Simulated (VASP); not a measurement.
All values below come from r2SCAN meta-GGA, VASP's PBE PAW potentials (set 64) (plane waves; VASP 6.6.1).

VASP input:

File KPOINTS:
```
Automatic mesh
0
gamma
5 3 1
```

POSCAR:
```
CsI(110) slab
1.0
  4.6129780225   0.0000000000   0.0000000000
  0.0000000000   6.5237361025   0.0000000000
  0.0000000000   0.0000000000  24.9266698733
Cs I
3 3
Cartesian
  0.0000000000   3.2618680513   9.2014558437
  0.0000000000   0.0000000000  12.4633349366
  0.0000000000   3.2618680513  15.7252140296
  2.3064890113   0.0000000000   9.2014558437
  2.3064890113   3.2618680513  12.4633349366
  2.3064890113   0.0000000000  15.7252140296
```

INCAR:
```
ISIF = 2   ! forces and stress, cell fixed
LDIPOL = .TRUE.
SIGMA = 0.05   ! width (eV)
IBRION = 2   ! conjugate gradients
EDIFF = 1E-5   ! SCF stop (eV)
IDIPOL = 3
LMIXTAU = .TRUE.
LASPH = .TRUE.   ! aspherical one-centre terms
LREAL = .FALSE.   ! projection in real space or not
DIPOL = 0.5 0.5 0.5
NELMIN = 4
EDIFFG = -0.03
NSW = 50
LMAXMIX = 4
LWAVE = .TRUE.
ISMEAR = 0
SYSTEM = CsI(110) slab
PREC = Normal
LCHARG = .FALSE.
NELM = 100   ! most electronic steps
ENCUT = 400
ALGO = Normal
METAGGA = R2SCAN
```

POTCAR, in this order: Cs_sv I (PBE.64 set). Program: vasp_std.

Output

OUTCAR:
```
 ion  position               nearest neighbor table
   1  0.000  0.500  0.369-
   2  0.000  0.000  0.500-
   3  0.000  0.500  0.631-
   4  0.500  0.000  0.369-
   5  0.500  0.500  0.500-
   6  0.500  0.000  0.631-
  LATTYP: Found a simple orthorhombic cell.
 ALAT       =     4.6129780225
 B/A-ratio  =     1.4142135667
 C/A-ratio  =     5.4035960613
 Subroutine PRICEL returns:
 Original cell was already a primitive cell.
 Subroutine GETGRP returns: Found  8 space group operations
The static configuration has the point symmetry D_2h.
The dynamic configuration has the point symmetry D_2h.
 Subroutine INISYM returns: Found  8 space group operations
 Subroutine IBZKPT returns following result:
 Found      6 irreducible k-points:

 Following reciprocal coordinates:
            Coordinates               Weight
  0.000000  0.000000  0.000000      1.000000
  0.200000  0.000000  0.000000      2.000000
  0.400000  0.000000  0.000000      2.000000
  0.000000  0.333333  0.000000      2.000000
  0.200000  0.333333  0.000000      4.000000
  0.400000  0.333333  0.000000      4.000000
   k-points           NKPTS =      6   k-points in BZ     NKDIM =      6   number of bands    NBANDS=     28
   number of dos      NEDOS =    301   number of ions     NIONS =      6
   total plane-waves  NPLWV =  96768
   dimension x,y,z NGX =    24 NGY =   32 NGZ =  126
   dimension x,y,z NGXF=    48 NGYF=   64 NGZF=  252
   ions per type =               3   3
   PREC   = normal    normal or accurate (medium, high low for compatibility)
   ISTART =      0    job   : 0-new  1-cont  2-samecut
   ICHARG =      2    charge: 1-file 2-atom 10-const
   ISPIN  =      1    spin polarized calculation?
   LNONCOLLINEAR =      F non collinear calculations
   LSORBIT =      F    spin-orbit coupling
   INIWAV =      1    electr: 0-lowe 1-rand  2-diag
   ENCUT  =  400.0 eV  29.40 Ry    5.42 a.u.   7.52 10.64 40.65*2*pi/ulx,y,z
   NELM   =    100;   NELMIN=  4; NELMDL= -5     # of ELM steps
   EDIFF  = 0.1E-04   stopping-criterion for ELM
   LREAL  =      F    real-space projection
   NLSPLINE    = F    spline interpolate recip. space projectors
   LMAXMIX     =    4 max onsite mixed and CHGCAR
   VOSKOWN=      0    Vosko Wilk Nusair interpolation
   EDIFFG = -.3E-01   stopping-criterion for IOM
   NSW    =     50    number of steps for IOM
   NBLOCK =      1;   KBLOCK =     50    inner block; outer block
   IBRION =      2    ionic relax: 0-MD 1-quasi-New 2-CG
   NFREE  =      1    steps in history (QN), initial steepest desc. (CG)
   ISIF   =      2    stress and relaxation
   ISYM   =      2    0-nonsym 1-usesym 2-fastsym
   TEIN   =    0.0    initial temperature
   TEBEG  =    0.0;   TEEND  =   0.0 temperature during run
   SMASS  =  -3.00    Nose mass-parameter (am)
   PSTRESS=    0.0 pullay stress
   NELECT =      48.0000    total number of electrons
   EFERMI =   0.00;   METHOD = LEGACY
   ISMEAR =     0;   SIGMA  =   0.05  broadening in eV -4-tet -1-fermi 0-gaus
   IALGO  =     38    algorithm
   LDIAG  =      T    sub-space diagonalisation (order eigenvalues)
   IMIX   =      4    mixing-type and parameters
     AMIX     =   0.40;   BMIX     =  1.00
     AMIX_MAG =   1.60;   BMIX_MAG =  1.00
     AMIN     =   0.10
   METAGGA = R2SCAN    functional components
   VOSKOWN =     0    Vosko Wilk Nusair interpolation
   LHFCALC =     F    Hartree Fock is set to
   LHFONE  =     F    Hartree Fock one center treatment
   AEXX    =    0.0000 exact exchange contribution
   IVDW    =     0    specifies the selected vdW correction
   LEPSILON=     F    determine dielectric tensor
...
```

### OSZICAR
```
...
DAV:  13    -0.161654306920E+03    0.35040E+00   -0.10184E-02   360   0.726E-01    0.631E-02
DAV:  14    -0.160380914136E+03    0.12734E+01   -0.11819E-01   368   0.284E+00    0.112E-01
DAV:  15    -0.160420585090E+03   -0.39671E-01   -0.18852E-03   372   0.243E-01    0.102E-01
DAV:  16    -0.160310177465E+03    0.11041E+00   -0.32719E-03   372   0.463E-01    0.964E-02
DAV:  17    -0.159439887504E+03    0.87029E+00   -0.19893E-01   344   0.432E+00    0.203E-01
DAV:  18    -0.159403094800E+03    0.36793E-01   -0.48081E-03   380   0.493E-01    0.260E-01
DAV:  19    -0.159505688836E+03   -0.10259E+00   -0.13544E-02   356   0.112E+00    0.263E-01
DAV:  20    -0.159452919720E+03    0.52769E-01   -0.10270E-03   352   0.268E-01    0.260E-01
DAV:  21    -0.158588656737E+03    0.86426E+00   -0.29670E-01   336   0.488E+00    0.425E-01
DAV:  22    -0.158533172532E+03    0.55484E-01   -0.72458E-03   384   0.692E-01    0.486E-01
DAV:  23    -0.158532608550E+03    0.56398E-03   -0.12770E-04   380   0.810E-02    0.495E-01
DAV:  24    -0.158540363858E+03   -0.77553E-02   -0.49466E-05   332   0.633E-02    0.493E-01
DAV:  25    -0.158616764202E+03   -0.76400E-01   -0.29658E-03   360   0.545E-01    0.483E-01
DAV:  26    -0.158551043047E+03    0.65721E-01   -0.43749E-02   344   0.206E+00    0.515E-01
DAV:  27    -0.158372932553E+03    0.17811E+00   -0.12884E-01   336   0.317E+00    0.626E-01
DAV:  28    -0.158357660377E+03    0.15272E-01   -0.73365E-03   384   0.817E-01    0.657E-01
DAV:  29    -0.158400565047E+03   -0.42905E-01   -0.13221E-02   344   0.112E+00    0.657E-01
DAV:  30    -0.158400301465E+03    0.26358E-03   -0.38671E-05   320   0.433E-02    0.657E-01
DAV:  31    -0.158472053767E+03   -0.71752E-01   -0.10527E-02   344   0.953E-01    0.649E-01
DAV:  32    -0.158621737994E+03   -0.14968E+00   -0.33565E-02   336   0.157E+00    0.655E-01
DAV:  33    -0.158716224538E+03   -0.94487E-01   -0.16036E-02   352   0.119E+00    0.648E-01
DAV:  34    -0.158759688689E+03   -0.43464E-01   -0.16877E-02   336   0.117E+00    0.698E-01
DAV:  35    -0.158805715915E+03   -0.46027E-01   -0.11248E-02   376   0.106E+00    0.668E-01
DAV:  36    -0.158811771396E+03   -0.60555E-02   -0.31421E-04   384   0.166E-01    0.661E-01
DAV:  37    -0.158813551852E+03   -0.17805E-02   -0.19471E-05   236   0.374E-02    0.664E-01
DAV:  38    -0.158825310088E+03   -0.11758E-01   -0.19155E-03   344   0.428E-01    0.612E-01
DAV:  39    -0.158831623777E+03   -0.63137E-02   -0.13496E-03   344   0.366E-01    0.575E-01
DAV:  40    -0.158836412972E+03   -0.47892E-02   -0.39989E-04   372   0.178E-01    0.528E-01
DAV:  41    -0.158839263933E+03   -0.28510E-02   -0.10905E-02   336   0.102E+00    0.501E-01
DAV:  42    -0.158840818735E+03   -0.15548E-02   -0.48755E-03   360   0.663E-01    0.478E-01
DAV:  43    -0.158840934302E+03   -0.11557E-03   -0.41768E-05   344   0.366E-02    0.467E-01
DAV:  44    -0.158841542947E+03   -0.60865E-03   -0.30553E-05   320   0.547E-02    0.469E-01
DAV:  45    -0.158841494329E+03    0.48618E-04   -0.32088E-05   328   0.562E-02    0.466E-01
DAV:  46    -0.158841491649E+03    0.26798E-05   -0.57996E-07   240   0.479E-03
   1 F= -.15884149E+03 E0= -.15884149E+03  d E =-.158841E+03
       N       E                     dE             d eps       ncg     rms          rms(c)
DAV:   1    -0.158843545434E+03   -0.20511E-02   -0.95984E-02   336   0.115E+00    0.466E-01
DAV:   2    -0.158844301614E+03   -0.75618E-03   -0.44962E-03   336   0.491E-01    0.266E-01
DAV:   3    -0.158837048363E+03    0.72533E-02   -0.62723E-03   336   0.710E-01    0.231E-02
DAV:   4    -0.158844686171E+03   -0.76378E-02   -0.49780E-03   336   0.640E-01    0.163E-02
DAV:   5    -0.158842092001E+03    0.25942E-02   -0.58115E-04   336   0.226E-01    0.169E-02
DAV:   6    -0.158840679838E+03    0.14122E-02   -0.26079E-04   344   0.165E-01    0.274E-02
DAV:   7    -0.158840580193E+03    0.99645E-04   -0.21690E-03   336   0.445E-01    0.451E-03
DAV:   8    -0.158840229592E+03    0.35060E-03   -0.11874E-04   384   0.102E-01    0.560E-03
DAV:   9    -0.158840432480E+03   -0.20289E-03   -0.14360E-05   252   0.367E-02    0.339E-03
DAV:  10    -0.158840160987E+03    0.27149E-03   -0.28423E-04   336   0.156E-01    0.592E-03
DAV:  11    -0.158839383324E+03    0.77766E-03   -0.38234E-04   336   0.185E-01    0.114E-02
DAV:  12    -0.158839331554E+03    0.51770E-04   -0.30628E-05   312   0.543E-02    0.134E-02
DAV:  13    -0.158839312262E+03    0.19293E-04   -0.37177E-06   224   0.190E-02    0.126E-02
DAV:  14    -0.158838937359E+03    0.37490E-03   -0.19918E-03   336   0.397E-01    0.671E-03
DAV:  15    -0.158839096260E+03   -0.15890E-03   -0.12763E-04   336   0.999E-02    0.849E-03
DAV:  16    -0.158839102037E+03   -0.57768E-05   -0.63950E-06   248   0.236E-02
   2 F= -.15883910E+03 E0= -.15883910E+03  d E =0.238961E-02
       N       E                     dE             d eps       ncg     rms          rms(c)
DAV:   1    -0.158836275810E+03    0.28205E-02   -0.69099E-01   348   0.304E+00    0.112E-01
DAV:   2    -0.158838327224E+03   -0.20514E-02   -0.17653E-02   336   0.642E-01    0.457E-02
DAV:   3    -0.158840962075E+03   -0.26349E-02   -0.18979E-03   336   0.277E-01    0.422E-02
DAV:   4    -0.158840704152E+03    0.25792E-03   -0.47755E-04   336   0.146E-01    0.278E-02
DAV:   5    -0.158841185142E+03   -0.48099E-03   -0.91264E-05   352   0.653E-02    0.197E-02
DAV:   6    -0.158841365399E+03   -0.18026E-03   -0.77494E-05   336   0.693E-02    0.894E-03
DAV:   7    -0.158840950408E+03    0.41499E-03   -0.47943E-04   336   0.148E-01    0.520E-03
DAV:   8    -0.158840981313E+03   -0.30905E-04   -0.99183E-06   240   0.260E-02    0.453E-03
DAV:   9    -0.158841070330E+03   -0.89017E-04   -0.25257E-05   288   0.478E-02    0.185E-03
DAV:  10    -0.158841255732E+03   -0.18540E-03   -0.37683E-05   304   0.544E-02    0.105E-03
DAV:  11    -0.158841208773E+03    0.46959E-04   -0.21604E-05   240   0.460E-02    0.103E-03
DAV:  12    -0.158841379848E+03   -0.17107E-03   -0.29713E-05   256   0.449E-02    0.116E-03
DAV:  13    -0.158841401654E+03   -0.21807E-04   -0.66650E-05   328   0.767E-02    0.128E-03
DAV:  14    -0.158841475903E+03   -0.74249E-04   -0.21598E-05   240   0.368E-02    0.119E-03
DAV:  15    -0.158841493239E+03   -0.17336E-04   -0.11168E-05   200   0.335E-02    0.831E-04
DAV:  16    -0.158841526954E+03   -0.33715E-04   -0.11855E-05   216   0.316E-02    0.567E-04
DAV:  17    -0.158841545574E+03   -0.18620E-04   -0.52818E-06   216   0.210E-02    0.399E-04
DAV:  18    -0.158841551953E+03   -0.63783E-05   -0.21840E-06   216   0.143E-02
   3 F= -.15884155E+03 E0= -.15884155E+03  d E =-.603035E-04
       N       E                     dE             d eps       ncg     rms          rms(c)
DAV:   1    -0.158824615780E+03    0.16930E-01   -0.27654E+00   336   0.609E+00    0.230E-01
DAV:   2    -0.158835191595E+03   -0.10576E-01   -0.66513E-02   336   0.115E+00    0.894E-02
DAV:   3    -0.158840856597E+03   -0.56650E-02   -0.37904E-03   336   0.409E-01    0.797E-02
DAV:   4    -0.158840560932E+03    0.29567E-03   -0.13569E-03   336   0.248E-01    0.502E-02
DAV:   5    -0.158842049492E+03   -0.14886E-02   -0.24173E-04   344   0.104E-01    0.351E-02
DAV:   6    -0.158843031541E+03   -0.98205E-03   -0.29771E-04   336   0.118E-01    0.131E-02
DAV:   7    -0.158843165323E+03   -0.13378E-03   -0.37546E-04   348   0.128E-01    0.107E-02
DAV:   8    -0.158843170242E+03   -0.49196E-05   -0.26025E-04   336   0.131E-01    0.879E-03
DAV:   9    -0.158843385526E+03   -0.21528E-03   -0.14367E-04   336   0.109E-01    0.565E-03
DAV:  10    -0.158843341220E+03    0.44306E-04   -0.12386E-04   336   0.800E-02    0.369E-03
DAV:  11    -0.158843371927E+03   -0.30707E-04   -0.56600E-05   328   0.687E-02    0.260E-03
DAV:  12    -0.158843574342E+03   -0.20241E-03   -0.11153E-04   336   0.719E-02    0.184E-03
DAV:  13    -0.158843587128E+03   -0.12786E-04   -0.13808E-05   256   0.303E-02    0.116E-03
DAV:  14    -0.158843603559E+03   -0.16431E-04   -0.85313E-06   240   0.241E-02    0.259E-03
DAV:  15    -0.158843604219E+03   -0.65996E-06   -0.40920E-06   220   0.175E-02
   4 F= -.15884360E+03 E0= -.15884360E+03  d E =-.211257E-02
```

File OUTCAR:
```
------------------------ aborting loop because EDIFF is reached ----------------------------------------
  FORCE on cell =-STRESS in cart. coord.  units (eV):
  Direction    XX          YY          ZZ          XY          YZ          ZX
  --------------------------------------------------------------------------------------
  Total        0.3961308     -2.1315296     -0.2693582      0.0000000      0.0000000      0.0000000
  in kB        0.8460717     -4.5526044     -0.5753059      0.0000000      0.0000000      0.0000000
  external PRESSURE =      -1.4272795 kB  Pullay stress =       0.0000000 kB
  volume of cell :      750.14
      direct lattice vectors                 reciprocal lattice vectors
     4.612978023  0.000000000  0.000000000     0.216779702  0.000000000  0.000000000
     0.000000000  6.523736103  0.000000000     0.000000000  0.153286397  0.000000000
     0.000000000  0.000000000 24.926669873     0.000000000  0.000000000  0.040117673
 POSITION                                       TOTAL-FORCE (eV/Angst)
 -----------------------------------------------------------------------------------
      0.00000      3.26187      9.24463        -0.000000     -0.000000      0.022055
      0.00000      6.52374     12.46333        -0.000000     -0.000000      0.000000
      0.00000      3.26187     15.68204         0.000000      0.000000     -0.022055
      2.30649      0.00000      9.18495        -0.000000     -0.000000      0.008931
      2.30649      3.26187     12.46333        -0.000000     -0.000000      0.000000
      2.30649      0.00000     15.74172        -0.000000      0.000000     -0.008931
 -----------------------------------------------------------------------------------
    total drift:                               -0.000000      0.000000     -0.000000
  FREE ENERGIE OF THE ION-ELECTRON SYSTEM (eV)
  ---------------------------------------------------
  free  energy   TOTEN  =      -158.8436042190 eV

  energy  without entropy=     -158.8436042189  energy(sigma->0) =     -158.84360422

 reached required accuracy - stopping structural energy minimisation
```
(Selected blocks of OUTCAR.)

CONTCAR:
```
CsI(110) slab
   1.00000000000000
     4.6129780225000001    0.0000000000000000    0.0000000000000000
     0.0000000000000000    6.5237361025000000    0.0000000000000000
     0.0000000000000000    0.0000000000000000   24.9266698732999998
  Cs              I
     3     3
Direct
     0.0000000000000000    0.5000000000000000    0.3708731334272294
     0.0000000000000000    1.0000000000000000    0.5000000000000000
     0.0000000000000000    0.5000000000000000    0.6291268665727707
     0.5000000000000000    0.0000000000000000    0.3684790065422179
     0.5000000000000000    0.5000000000000000    0.5000000000000000
     0.5000000000000000    0.0000000000000000    0.6315209934577821
```

The cell is a thin slab with vacuum, built from CsI (CsCl type): (110) face.
